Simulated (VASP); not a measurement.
Here is a VASP 6.6.1 calculation.

INCAR

```
PREC     = Accurate       # precision mode
ENCUT    = 520            # plane-wave cutoff, eV
EDIFF    = 1E-7           # SCF threshold, eV
ISMEAR   = -1             # smearing method
SIGMA    = 0.02           # smearing width, eV
LREAL    = Auto         
LASPH    = T              # aspherical terms in the spheres
NELM     = 60             # most SCF steps
ALGO     = Normal         # electronic algorithm
ISIF     = 2              # what is computed and relaxed
LWAVE    = F              # write WAVECAR
LCHARG   = F              # write CHGCAR
GGA      = PE             # functional
IVDW     = 12             # dispersion correction
NBANDS   = 72             # bands
```

KPOINTS

```
Automatic mesh
0
Gamma
  1 1 1
```

POSCAR

```
H11C4F3
1.0
    8.3644000000      0.0000000000      0.0000000000
    0.0000000000      8.3644000000      0.0000000000
    0.0000000000      0.0000000000      8.3644000000
C H F
8 22 6
Direct
    0.5248433839      0.9580483956      0.1451508775
    0.6446607049      0.8634809430      0.1087465927
    0.8640428483      0.5592272010      0.9568050308
    0.9398880972      0.4144588972      0.9780259194
    0.5276529100      0.3612930993      0.5906341160
    0.4768423318      0.2243795132      0.5287169432
    0.2417148869      0.6891109942      0.8642102243
    0.2340155899      0.7048204294      0.7021543685
    0.4975969585      0.9865979628      0.2705633399
    0.4474319736      0.9923963464      0.0540504997
    0.7213906556      0.8102912343      0.2024771651
    0.6628449142      0.8204174836     -0.0200851227
    0.7309191335      0.5842020946      0.9519272153
    0.9462364306      0.6677466405      0.9278968007
    0.8638396059      0.3120486825      1.0083927120
    1.0655994453      0.4116493711      0.9754913682
    0.4478743245      0.4718330066      0.6100258237
    0.6447802592      0.3746831811      0.6357897757
    0.3583281526      0.2224188226      0.4794007938
    0.5565850509      0.1180718282      0.5183635407
    0.2092319832      0.7830687198      0.9624838602
    0.2652909952      0.5723662187      0.9144230309
    0.2047367414      0.8175601358      0.6482592894
    0.2704079193      0.6072402085      0.6151666587
    0.9219071302      0.5535842380      0.1750633638
    0.5158768112      0.2606164220      0.8420807231
   -0.0550308450     -0.0038376931      0.9243340825
    0.9355124097      0.1831930563      0.4414901248
    0.8652025250      0.3898187557      0.3023886949
    0.9078714552      1.0658026876      0.6794749175
    0.9253024724      0.5744942853      0.2856989144
    0.5010520779      0.3079479700      0.9448735115
    0.0218784372      0.0003706183      1.0100186505
    0.9852948209      0.1597962795      0.5493161494
    0.8419372579      0.2795777342      0.3225096839
    0.8280689589      1.0416885850      0.7548658601
```

Potentials or basis: VASP PAW PBE potentials, release 64 (C, H, F).

Run with:

```bash
$ cat potpaw_PBE.64/C/POTCAR potpaw_PBE.64/H/POTCAR potpaw_PBE.64/F/POTCAR > POTCAR
$ mpirun -np 1 vasp_gam > vasp.out
```

(1) What does it give for the pressure?

(2) Estimate the band gap on the k mesh.

(3) What does it give for the largest force?

Answers

(1) -0.7 GPa.

(2) 4.46 eV, direct.

(3) 3.663 eV/Å.
